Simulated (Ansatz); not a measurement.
Crystal: SnO.

```
Sn O
1.0
     3.81370    0.00000    0.00000
     0.00000    3.81370    0.00000
     0.00000    0.00000    4.88691
Sn O
2 2
Direct
  0.50918 0.99567 0.76977
  0.00319 0.50075 0.22490
  0.00685 0.00345 0.99809
  0.49356 0.49563 0.99839
```

The cell is a database's computed one.

The cell isn't the ideal one: atoms moved at random, drawn with an rms of 0.05 Å.

Below is the output of Ansatz 0.2.0 for this cell. Logs are shortened: lines on timing, memory, paths and dates and some standing lists are left out, and cuts for length are marked.

```text
Warning: RAYON_NUM_THREADS=2 ignored (pool sized by the plan → 2); use --threads N
Sn: projections on atomic orbitals take those of the free atom 1s2 2s2 2p6 3s2 3p6 3d10 4s2 4p6 4d10 5s2 5p2, of charge +0.00 (hamiltonian.pseudopotentials.projection_atoms)
O: projections on atomic orbitals take those of the free atom 1s2 2s2 2p4, of charge +0.00 (hamiltonian.pseudopotentials.projection_atoms)
LAPW: plane waves up to 9.767 Å⁻¹, error target 1.0e-3 eV per atom; small_component_spin mean_spin; O in spheres of 0.962 Å, 8 of its electrons in bands, Dirac shells []; Sn in spheres of 1.211 Å, 32 of its electrons in bands, Dirac shells [] (how accurate: hamiltonian.pseudopotentials.lapw.basis_error, Limitations)
Engine: ansatz 0.2.0, aarch64-unknown-linux-gnu
Pseudopotentials: kind: all_electron
Pseudopotential: Sn, LAPW, valence charge 32, lapw/all_electron/scalar/gaussian/Sn, Koelling and Harmon's equation, gaussian nucleus
Pseudopotential: O, LAPW, valence charge 8, lapw/all_electron/scalar/gaussian/O, Koelling and Harmon's equation, gaussian nucleus
Functional definition: PBE
  parameter kappa = 0.804
  parameter beta = 0.06672455060314922
  exchange = pbe_x(kappa = kappa, mu = beta*pi^2/3)
  correlation = pbe_c(beta = beta)
Crystal: 4 atoms, lattice volume = 71.077 Å³
[... 38 lines left out ...]
  E_smearing   = -0.000052  (= −TS)
  E_closure    = 0.000000  (closes the sum)
  E_atoms      = -340253.027698  (free atoms, spherical and without spin; not in F)
  Σ components = -340275.641234   (vs F -340275.641234, Δ=0.00e0)
  Basis errors (estimates in eV, not in F): energy 4.4e-4 per atom: plane waves 4.0e-4 (2.4e-4 summed), levels above the bands 2.4e-89, relativity 7.4e-8, radial functions 3.8e-5, core shells 5.7e-8; eigenvalues (radial functions only) 4.8e-6; not estimated: angular momenta, meshes, grids; target (lapw.basis_error) 1.0e-3; muffin-tin radii O 0.962 Å, Sn 1.211 Å
--- Forces (eV/Å), atoms counted from 1 ---
  atom   1  Sn    -0.10943391     0.04798825    -1.06591699
  atom   2  Sn    -0.09853982    -0.00157346     1.15337637
  atom   3  O     -0.19345990    -0.18862583    -0.02868800
  atom   4  O      0.40144002     0.14220909    -0.05877248
  max |Σ_I F_I| component: 6.39e-6 eV/Å
--- Stress (GPa, compression-positive) ---
        6.200751       0.036182      -0.181662
        0.036182       6.083788       0.012516
       -0.181662       0.012516       6.022832
  P = ⅓ Tr σ = 6.1025 GPa (61.025 kbar)
--- Band table (eV; the first three rows and the last of 148) ---
  k-point 0: bands = ["-494.4648", "-494.4631", "-456.4973", "-456.4929", "-456.4827", "-456.4783", "-456.4779", "-456.4778", "-456.4733", "-456.4629", "-456.4625", "-456.4577", "-117.3819", "-117.3690", "-73.1899", "-73.1893", "-73.1787", "-73.1769", "-73.1490", "-73.1349", "-10.0210", "-9.5177", "-9.5144", "-9.5070", "-9.4637", "-9.4572", "-9.4271", "-9.4025", "-9.3827", "-9.3819", "-8.3304", "-5.5853", "4.3540", "5.5457", "5.5943", "5.7022", "8.4880", "8.6680", "8.6844", "12.0309", "14.0511", "16.1347", "17.0215", "17.0369", "17.7637", "17.7743", "19.0684", "19.4486"]
  k-point 1: bands = ["-494.4648", "-494.4631", "-456.4973", "-456.4929", "-456.4827", "-456.4783", "-456.4779", "-456.4778", "-456.4733", "-456.4629", "-456.4625", "-456.4577", "-117.3819", "-117.3690", "-73.1899", "-73.1893", "-73.1787", "-73.1769", "-73.1490", "-73.1349", "-10.0180", "-9.5131", "-9.5106", "-9.5085", "-9.4613", "-9.4555", "-9.4291", "-9.4049", "-9.3884", "-9.3875", "-8.3222", "-5.5855", "3.8189", "5.6061", "5.6171", "6.4688", "8.4732", "8.6650", "8.6812", "11.7820", "13.7622", "16.1753", "16.2464", "16.3405", "18.6729", "18.7040", "18.9646", "19.6563"]
  k-point 2: bands = ["-494.4648", "-494.4631", "-456.4973", "-456.4929", "-456.4827", "-456.4783", "-456.4779", "-456.4778", "-456.4733", "-456.4629", "-456.4625", "-456.4577", "-117.3819", "-117.3690", "-73.1899", "-73.1893", "-73.1787", "-73.1769", "-73.1490", "-73.1349", "-10.0120", "-9.5164", "-9.5015", "-9.4970", "-9.4558", "-9.4509", "-9.4341", "-9.4106", "-9.4016", "-9.4004", "-8.3057", "-5.5857", "3.2408", "5.6552", "5.6635", "7.8173", "8.4436", "8.6587", "8.6742", "10.8937", "13.5867", "15.5329", "15.5388", "15.9993", "19.3910", "19.7510", "19.7646", "20.1470"]
  k-point 147: bands = ["-494.4648", "-494.4631", "-456.4973", "-456.4929", "-456.4827", "-456.4783", "-456.4779", "-456.4778", "-456.4733", "-456.4629", "-456.4625", "-456.4577", "-117.3819", "-117.3690", "-73.1899", "-73.1895", "-73.1789", "-73.1770", "-73.1489", "-73.1349", "-9.9241", "-9.8445", "-9.4978", "-9.4867", "-9.4701", "-9.4607", "-9.4043", "-9.3984", "-9.3891", "-9.3782", "-7.0385", "-6.4852", "3.8252", "4.4085", "6.2101", "6.8895", "7.4305", "8.0666", "9.3638", "10.2705", "14.6391", "15.0646", "16.6796", "17.4081", "18.4429", "18.8294", "20.5152", "20.7983"]
--- Löwdin populations: 4 sites ---
  site symbol       q [e]
     0     Sn     49.2046
     1     Sn     49.2013
     2      O      8.7331
     3      O      8.7332
  spilling = 0.001102 (of n_electrons = 116.000000)
```

Question: Write the input and the command behind it.

Answer: Single point with PBE, no spin polarisation. The files as run (others can give the same):

input.yaml
```yaml
crystal:
  lattice:
    - [3.81369522, 0.0, 0.0]
    - [0.0, 3.81369522, 0.0]
    - [0.0, 0.0, 4.8869133]
  atoms:
    - { symbol: Sn, position: [0.509185, -0.004328, 0.769766] }
    - { symbol: Sn, position: [0.003193, 0.500751, 0.224902] }
    - { symbol: O, position: [0.006846, 0.003447, -0.001905] }
    - { symbol: O, position: [0.493564, 0.495629, -0.001614] }
kpoints:
  mp_grid: { grid: [7, 7, 6] }
scf:
  occupations: { method: fermi_dirac, width: 0.05 }
hamiltonian:
  xc: pbe
  pseudopotentials: { kind: all_electron, lapw: { basis_error: 0.001 } }
output:
  forces: true
  stress: true
  eigenvalues: true
  populations: true
```

Potentials or basis: all-electron LAPW, scalar-relativistic.
The run is started by
```console
$ ansatz run input.yaml --threads 2 --pin off --max-ram 6144MiB --backend cpu --events-out ev --progress --plain --runs-dir out
```

Caveat: spin-orbit coupling is left out, which moves the levels of the heavy elements; an odd mesh through Γ misses points on the zone boundary, where band edges often lie.
